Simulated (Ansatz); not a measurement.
# VN: the cost of one run

Program: Ansatz 0.2.0. Level of theory: DFT, PBE, plane-wave PAW, default files, scalar-relativistic, as far as a step names no other. These are calculated values, not measurements.

1 further run of the same task is left out (it didn't finish).

### Step 1. Starting point

It takes space group Fm-3m (No. 225, cubic). The conventional cell has a = 4.128 Å, b = 4.128 Å, c = 4.128 Å, α = 90.00°, β = 90.00°, γ = 90.00°. V (site symmetry m-3m) has 6 N at 2.06 Å as nearest neighbours. N (site symmetry m-3m) has 6 V at 2.06 Å as nearest neighbours.

Structure file:

```
CELL_PARAMETERS angstrom
0.00000 2.06400 2.06400
2.06400 0.00000 2.06400
2.06400 2.06400 0.00000
ATOMIC_POSITIONS crystal
V 0.00000 0.00000 0.00000
N 0.50000 0.50000 0.50000
```

The earlier run gave: no gap over 0.1 eV on the mesh, largest force 0.000 eV/Å, pressure -2.6 GPa.

The printed gradients, by site:

```tsv
site	atoms	first shell	V_zz (10²¹ V/m²)	η	C_Q (MHz)
V	1	6 N at 2.06 Å	0.00	–	0 (⁵¹V)
N	2	6 V at 2.06 Å	0.00	–	0 (¹⁴N)
```

C_Q = eQV_zz/h, which is 24.18 MHz for Q = 1 b and V_zz = 10²¹ V/m²; η = (V_xx − V_yy)/V_zz. Nuclear quadrupole moments: year-2017 set (Pyykkö).

### Step 2. Z stretched by +2 %, ions relaxed

input.yaml

```yaml
crystal:
  lattice:
    - [0.0, 2.064, 2.10528]
    - [2.064, 0.0, 2.10528]
    - [2.064, 2.064, 0.0]
  atoms:
    - { symbol: V, position: [0.0, 0.0, 0.0], spin: 2.0 }
    - { symbol: "N", position: [0.5, 0.5, 0.5] }
magnetization:
  spin_polarized: true
kpoints:
  mp_grid: { grid: [19, 19, 19] }
scf:
  occupations: { method: fermi_dirac, width: 0.05 }
hamiltonian:
  xc: pbe
  pseudopotentials: { kind: paw }
output:
  forces: true
  stress: true
  populations: true
  efg:
    quadrupole_moments_barn: { V: -0.052, "N": 0.02044 }
    contact_densities: true
  write_density: true
  write_potential: true
  elf: true
  volumetric_format: npy
relax:
  f_tol: 0.02
  max_steps: 60
```

Launch:

```sh
> ansatz run input.yaml --threads 1 --pin off --max-ram 3072MiB --backend cpu --events-out ev --progress --plain --runs-dir out
```

**Question.** How long does this run take on 1 thread of Intel Xeon Platinum 8259CL at 2.50GHz (Skylake/Cascade Lake), shared host, and how much memory does it need?

About 48 s, with a peak of 0.65 GiB.
